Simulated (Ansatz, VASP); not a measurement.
**One calculation of Mg, two programs**

```
Mg
1.0
     0.00000    2.26490    2.26490
     2.26490    0.00000    2.26490
     2.26490    2.26490    0.00000
Mg
1
Cartesian
  0.0000 0.0000 0.0000
```

The cell was built by a generator and needn't be a form met in nature.

Alike in both runs: task relaxation of cell and atoms; functional PBEsol; k mesh 12 × 12 × 12; occupations fermi-dirac, width 0.1 eV; no spin polarisation.

```csv
,VASP,Ansatz
version,VASP 6.6.1,Ansatz 0.2.0
potentials or method,"VASP PAW PBE potentials, release 64 (Mg)","plane waves (420 eV) with PAW, scalar-relativistic"
plane-wave cutoff (eV),600,420
valence electrons in the cell,2,10
```

```csv
,VASP,Ansatz,Ansatz less VASP
relaxed volume (Å³/atom),22.65,22.67,+0.023
relaxed cell length with the largest relative difference (Å),3.176,3.177,+0.0011
energy change over the relaxation (meV/atom),-2,-1,+0.2
```

The two sets of potentials don't hold the same shells in valence. Ansatz warned: «pseudo_functional_mismatch».

Caveats: the PAW data sets were made with another functional, which shifts forces and pressure a little (VASP).
